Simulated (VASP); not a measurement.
# Si (Fd-3m) in VASP: settings compared, part 2 of 2

VASP 6.6.1. The steps go on from the part before.

### 4 Single point, r2SCAN

This run uses another cell than the first one, of 20.28 Å³/atom, 1.013 times its volume.

Contents of POSCAR:

```
Si
1.0
    0.0000000000      2.7271496445      2.7271496445
    2.7271496445      0.0000000000      2.7271496445
    2.7271496445      2.7271496445      0.0000000000
Si
2
Direct
    0.5000000000      0.5000000000      0.5000000000
    0.7500000000      0.7500000000      0.7500000000
```

Contents of INCAR.step1:

```
PREC = Accurate
ENCUT = 520
ISMEAR = 0
SIGMA = 0.05
LREAL = F
LASPH = T
NELM = 100
NBANDS = 11
GGA = PE
ALGO = Normal
EDIFF = 1E-4
LWAVE = T
LCHARG = F
```

Contents of INCAR.step2:

```
PREC = Accurate
ENCUT = 520
EDIFF = 1E-7
ISMEAR = 0
SIGMA = 0.05
LREAL = F
LASPH = T
NELM = 100
ALGO = Normal
ISIF = 2
LWAVE = F
LCHARG = F
METAGGA = R2SCAN
LMIXTAU = T
NBANDS = 11
ISTART = 1
```

Contents of KPOINTS:

```
Automatic mesh
0
Gamma
  14 14 14
```

Potentials or basis: VASP PAW PBE potentials, release 64 (Si).

Started as:

```sh
cat potpaw_PBE.64/Si/POTCAR > POTCAR
cp INCAR.step1 INCAR
mpirun -np 1 vasp_std > vasp.out
cp INCAR.step2 INCAR
mpirun -np 1 vasp_std > vasp.out
```

OUTCAR:

```text
PREC = Accurate
   ENCUT = 520
   EDIFF = 1E-7
   ISMEAR = 0
   LREAL = F
   LASPH = T
   NELM = 100
   ISIF = 2
   METAGGA = R2SCAN
   ISTART = 1

 ion  position               nearest neighbor table
   1  0.500  0.500  0.500-   2 2.36   2 2.36   2 2.36   2 2.36
   2  0.750  0.750  0.750-   1 2.36   1 2.36   1 2.36   1 2.36

  LATTYP: Found a face centered cubic cell.
 ALAT       =     5.4542992890

  Lattice vectors:

 A1 = (   0.0000000000,   2.7271496445,   2.7271496445)
 A2 = (   2.7271496445,   0.0000000000,   2.7271496445)
 A3 = (   2.7271496445,   2.7271496445,   0.0000000000)

Analysis of symmetry for initial positions (statically):
=====================================================================
 Subroutine PRICEL returns:
 Original cell was already a primitive cell.

 Routine SETGRP: Setting up the symmetry group for a
 face centered cubic supercell.

 Subroutine GETGRP returns: Found 48 space group operations
 (whereof 24 operations were pure point group operations)
 out of a pool of 48 trial point group operations.

The static configuration has the point symmetry T_d .
 The point group associated with its full space group is O_h .

Analysis of symmetry for dynamics (positions and initial velocities):
=====================================================================
 Subroutine PRICEL returns:
 Original cell was already a primitive cell.

 Routine SETGRP: Setting up the symmetry group for a
 face centered cubic supercell.

 Subroutine GETGRP returns: Found 48 space group operations
 (whereof 24 operations were pure point group operations)
 out of a pool of 48 trial point group operations.

The dynamic configuration has the point symmetry T_d .
 The point group associated with its full space group is O_h .

 Subroutine INISYM returns: Found 48 space group operations
 (whereof 24 operations are pure point group operations),
 and found     1 'primitive' translations

[... 120 lines left out ...]
   LHFCALC =     F    Hartree Fock is set to
   AEXX    =    0.0000 exact exchange contribution
   IVDW    =     0    specifies the selected vdW correction
   LEPSILON=     F    determine dielectric tensor
   LRPA    =     F    only Hartree local field effects (RPA)
 non-spin polarized calculation
 Gauss-broadening in eV      SIGMA  =   0.05
  energy-cutoff  :      520.00
  volume of cell :       40.57
 maximum number of plane-waves:      1110
 NGX is ok and might be reduce to    30
   NGX = 15   NGY = 15   NGZ = 15

 number of electron       8.0000001 magnetization

 Free energy of the ion-electron system (eV)
  ---------------------------------------------------
  ext. energy  EPLUGINS =         0.00000000
  ---------------------------------------------------
  free energy    TOTEN  =       -17.54968478 eV

  energy without entropy =      -17.54968478  energy(sigma->0) =      -17.54968478

 E-fermi :   5.8451     XC(G=0):  -9.8037

 val. band max:        5.6058150702   @ k =   0.0000   0.0000   0.0000
 cond. band min:       6.4029279134   @ k =   0.4286   0.4286   0.0000
 fundamental gap:      0.7971128432
 Fermi energy:         5.8451093582

 k-point     1 :       0.0000    0.0000    0.0000
  band No.  band energies     occupation
      1      -6.8284      2.00000
      2       5.6058      2.00000
      3       5.6058      2.00000
      4       5.6058      2.00000
      5       8.3583      0.00000
      6       8.3583      0.00000
      7       8.3583      0.00000
      8       9.4346      0.00000
      9      13.7266      0.00000
     10      13.7266      0.00000
     11      14.2493      0.00000
[... 309 lines left out ...]
 k-point    24 :       0.2857    0.1429    0.0000
  band No.  band energies     occupation
      1      -5.8254      2.00000
      2       1.7342      2.00000
      3       4.0104      2.00000
      4       4.0260      2.00000
      5       7.9126      0.00000
      6       9.8464      0.00000
      7      10.5099      0.00000
      8      10.6633      0.00000
      9      14.3406      0.00000
     10      14.5752      0.00000
     11      16.5207      0.00000

 [... further k-points ...]

------------------------ aborting loop because EDIFF is reached ----------------------------------------

  FORCE on cell =-STRESS in cart. coord.  units (eV):
  Direction    XX          YY          ZZ          XY          YZ          ZX
  --------------------------------------------------------------------------------------
  -------------------------------------------------------------------------------------
  Total       -0.1954597     -0.1954597     -0.1954597      0.0000000      0.0000000      0.0000000
  in kB       -7.7198858     -7.7198858     -7.7198858      0.0000000      0.0000000      0.0000000
  external PRESSURE =      -7.7198858 kB  Pullay stress =       0.0000000 kB

 VOLUME and BASIS-vectors are now :
 -----------------------------------------------------------------------------
  energy-cutoff  :      520.00
  volume of cell :       40.57
      direct lattice vectors                 reciprocal lattice vectors
     0.000000000  2.727149644  2.727149644    -0.183341608  0.183341608  0.183341608
     2.727149644  0.000000000  2.727149644     0.183341608 -0.183341608  0.183341608
     2.727149644  2.727149644  0.000000000     0.183341608  0.183341608 -0.183341608

 POSITION                                       TOTAL-FORCE (eV/Angst)
 -----------------------------------------------------------------------------------
      2.72715      2.72715      2.72715        -0.000000     -0.000000     -0.000000
      4.09072      4.09072      4.09072         0.000000      0.000000      0.000000
 -----------------------------------------------------------------------------------
    total drift:                                0.000000     -0.000000     -0.000000

  FREE ENERGIE OF THE ION-ELECTRON SYSTEM (eV)
  ---------------------------------------------------
  free  energy   TOTEN  =       -17.5496847817 eV

  energy  without entropy=      -17.5496847817  energy(sigma->0) =      -17.54968478
```

OSZICAR.step1:

```text
N       E                     dE             d eps       ncg     rms          rms(c)
DAV:   1     0.851656695304E+01    0.85166E+01   -0.32259E+03  2288   0.582E+02
DAV:   2    -0.104343869846E+02   -0.18951E+02   -0.18141E+02  3036   0.867E+01
DAV:   3    -0.110175993122E+02   -0.58321E+00   -0.58174E+00  2968   0.134E+01
DAV:   4    -0.110216490492E+02   -0.40497E-02   -0.40493E-02  2743   0.139E+00
DAV:   5    -0.110216906511E+02   -0.41602E-04   -0.41601E-04  2888   0.131E-01    0.480E+00
DAV:   6    -0.109025529969E+02    0.11914E+00   -0.67328E-02  2614   0.107E+00    0.292E+00
DAV:   7    -0.108476815450E+02    0.54871E-01   -0.13102E-01  2614   0.160E+00    0.173E-01
DAV:   8    -0.108489454960E+02   -0.12640E-02   -0.58590E-03  2620   0.411E-01    0.798E-02
DAV:   9    -0.108491540443E+02   -0.20855E-03   -0.20076E-04  2868   0.863E-02    0.588E-02
DAV:  10    -0.108491787822E+02   -0.24738E-04   -0.20868E-05  1650   0.268E-02
   1 F= -.10849179E+02 E0= -.10849179E+02  d E =-.198204E-14
```

Run time: 3 min. Hardware: 1 thread of Intel Xeon Platinum 8259CL at 2.50GHz (Skylake/Cascade Lake), shared host; peak memory 0.18 GiB.

Results:

- Free energy: -17.5497 eV
- Pressure: -0.8 GPa
- Band gap on the k mesh: 0.80 eV, indirect (least direct gap 2.75 eV)

Levels at points of the mesh, in eV from the valence-band top:
| k point | band 1 | band 2 | band 3 | band 4 | band 5 | band 6 | band 7 | band 8 |
| --- | --- | --- | --- | --- | --- | --- | --- | --- |
| (0.00, 0.00, 0.00) | -12.43 | 0.00 | 0.00 | 0.00 | 2.75 | 2.75 | 2.75 | 3.83 |
| (0.50, 0.00, 0.00) | -10.02 | -7.20 | -1.26 | -1.26 | 1.84 | 3.59 | 3.59 | 8.32 |
| (0.50, 0.50, 0.00) | -8.11 | -8.11 | -2.98 | -2.98 | 0.95 | 0.95 | 10.76 | 10.76 |

Caveat: the PAW data sets were made with another functional, which shifts forces and pressure a little. A k mesh can miss the band edges.

### 5 Overview

```tsv
level	cell	k mesh	gap on the mesh (eV)	pressure (GPa)
PBE	Fd-3m, 20.01 Å³/atom	6 × 6 × 6	0.71	2.0
r2SCAN	Fd-3m, 20.17 Å³/atom	14 × 14 × 14	0.79	-0.2
r2SCAN	Fd-3m, 20.28 Å³/atom	14 × 14 × 14	0.80	-0.8
```

Alike in all rows: task single point; potentials or basis VASP PAW PBE potentials, release 64 (Si); no spin polarisation; cutoff (eV) 520; smearing gaussian 0.05 eV.

On the cell as given the gap runs from 0.71 eV (PBE) to 0.80 eV (r2SCAN); the meshes differ, which moves gaps too. The pressure there spans -0.8 GPa (r2SCAN) to 2.0 GPa (PBE); a positive pressure means that this level wants a larger cell, a negative one a smaller.

Caveats: the PAW data sets were made with another functional, which shifts forces and pressure a little (some runs).

Total energies depend on the potentials used, so only differences within one code and one set of settings carry meaning.
